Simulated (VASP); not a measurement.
TiC: electrostatic potential with PBE

TiC:

```
Ti C
1.0
     0.00000    2.16687    2.16687
     2.16687    0.00000    2.16687
     2.16687    2.16687    0.00000
Ti C
1 1
Direct
  0.00000 0.00000 0.00000
  0.50000 0.50000 0.50000
```

The cell was built by a generator and needn't be a form met in nature.

```json
{"Program": "VASP 6.6.1", "Task": "electrostatic potential", "Functional": "PBE", "Potentials or basis": "VASP PAW PBE potentials, release 64 (Ti_sv, C)", "Cutoff": "520 eV", "k mesh": "16 × 16 × 16", "Occupations": "methfessel-paxton, width 0.1 eV", "Spin": "no spin polarisation", "Further INCAR settings": "ALGO = Normal; EDIFF = 1e-06"}
```

```yaml
Pressure: 0.1 GPa
Band_gap_on_the_k_mesh: none (metal or under the smearing width)
```

Levels at points of the mesh, in eV from the Fermi level:
```tsv
k point	band 4	band 5	band 6	band 7	band 8	band 9	band 10	band 11	band 12
(0.00, 0.00, 0.00)	-32.61	-12.38	0.70	0.70	0.70	1.68	1.68	1.68	1.72
(0.50, 0.00, 0.00)	-32.66	-8.91	-5.82	-2.88	-2.88	2.92	2.92	4.10	8.17
(0.50, 0.50, 0.00)	-32.78	-10.10	-3.42	-1.60	-0.03	-0.03	2.71	3.52	3.52
```

Run time: 38 s on 1 thread of AMD EPYC 7R13 Processor (Zen 3), with other jobs on the host, peak memory 0.14 GiB.
